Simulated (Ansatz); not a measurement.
Input and command of a plane-wave DFT calculation in Ansatz:

```yaml
crystal:
  lattice:
    - [3.95567125, 0.0, 0.0]
    - [0.0, 3.95567125, 0.0]
    - [0.0, 0.0, 7.9113425]
  atoms:
    - { symbol: Ti, position: [0.0089378861, 0.0089378861, 0.0] }
    - { symbol: Ti, position: [-0.0089378861, -0.0089378861, 0.5] }
    - { symbol: Al, position: [0.5077701192, 0.5077701192, 0.0] }
    - { symbol: Al, position: [0.4922298808, 0.4922298808, 0.5] }
    - { symbol: Al, position: [0.5, 0.0, 0.25] }
    - { symbol: Al, position: [0.5, 0.0, 0.75] }
    - { symbol: Al, position: [0.0, 0.5, 0.25] }
    - { symbol: Al, position: [0.0, 0.5, 0.75] }
basis:
  ecutwfc: 500
kpoints:
  mp_grid: { grid: [12, 12, 6] }
hamiltonian:
  xc: r2scan
scf:
  occupations: { method: gaussian, width: 0.15 }
output:
  forces: true
  stress: true
  eigenvalues: true
  write_density: true
  write_potential: true
  elf: true
  volumetric_format: npy
```

```bash
ansatz run input.yaml --threads 2 --pin off --max-ram 5120MiB --backend cpu --events-out ev --progress --plain --runs-dir out
```

Processor: Intel(R) Xeon(R) Platinum 8488C (Sapphire Rapids), 2 threads, on a host shared with other jobs.

Q: How long does it run, and how much memory does it take?

A: About 46 s on 2 threads of Intel(R) Xeon(R) Platinum 8488C (Sapphire Rapids) (shared host), peak memory 1 GiB. It solves 29 bands at 172 k points (the mesh reduced by symmetry) with about 3117 plane waves, in 7 SCF iterations.
